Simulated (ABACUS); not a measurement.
Write the native input for ABACUS 3.10.1 that does the following.

- Task: band structure
- Functional: WC
- Potentials or basis: PseudoDojo NC SR 0.4 PBEsol stringent
- Cutoff: 1102 eV
- Density cutoff: 4408 eV
- Basis: plane waves
- Occupations: fermi-dirac, width 0.05 eV
- Spin: no spin polarisation
- Radial cutoff of the potentials (pseudo_rcut): 10 bohr
- Threshold of the eigensolver: 1e-07 Ry
- Density: read from an earlier self-consistent run
- Path: G-H-N-G-P-H, P-N
- Points for each segment of the path: 10
- SCF threshold on the density: 1e-08
- Max SCF steps: 100
- Eigensolver: dav
- Mixing: broyden
- Mixing share: 0.7
- Symmetry key: -1

The system is Mo.

```
CELL_PARAMETERS angstrom
1.58381 1.58381 1.58381
-1.58381 1.58381 1.58381
-1.58381 -1.58381 1.58381
ATOMIC_POSITIONS crystal
Mo 0.00000 0.00000 0.00000
```

The input as run:

INPUT

```
INPUT_PARAMETERS
suffix              Mo
calculation         nscf
basis_type          pw
pseudo_dir          ./
symmetry            -1
dft_functional      wc
ecutwfc             81.0
pseudo_rcut         10
nspin               1
nbands              17
ks_solver           dav
smearing_method     fd
smearing_sigma      0.00367493
scf_thr             1e-08
scf_nmax            100
mixing_type         broyden
mixing_beta         0.7
init_chg            file
pw_diag_thr         1e-07
out_band            1
kpar                4
```

STRU

```
ATOMIC_SPECIES
Mo 95.9500 Mo.upf

LATTICE_CONSTANT
1.8897261246

LATTICE_VECTORS
1.5838089719 1.5838089719 1.5838089719
-1.5838089719 1.5838089719 1.5838089719
-1.5838089719 -1.5838089719 1.5838089719

ATOMIC_POSITIONS
Direct

Mo
0.0
1
0.0000000000 0.0000000000 0.0000000000 1 1 1
```

KPT

```
K_POINTS
8
Line
0.00000000 0.00000000 0.00000000 10 // G
-0.50000000 -0.50000000 -0.50000000 10 // H
0.00000000 0.00000000 -0.50000000 10 // N
0.00000000 0.00000000 0.00000000 10 // G
-0.25000000 0.25000000 -0.25000000 10 // P
-0.50000000 -0.50000000 -0.50000000 1 // H
-0.25000000 0.25000000 -0.25000000 10 // P
0.00000000 0.00000000 -0.50000000 1 // N
```

Potentials or basis: PseudoDojo NC SR 0.4 PBEsol stringent, plane waves.

Run with:

```sh
$ OMP_NUM_THREADS=1 mpirun -np 4 abacus > log
```

Run time: 2.6 s on 4 MPI ranks on Intel(R) Xeon(R) Platinum 8375C CPU @ 2.90GHz (Ice Lake), with other jobs on the host, peak memory 0.36 GiB a rank.
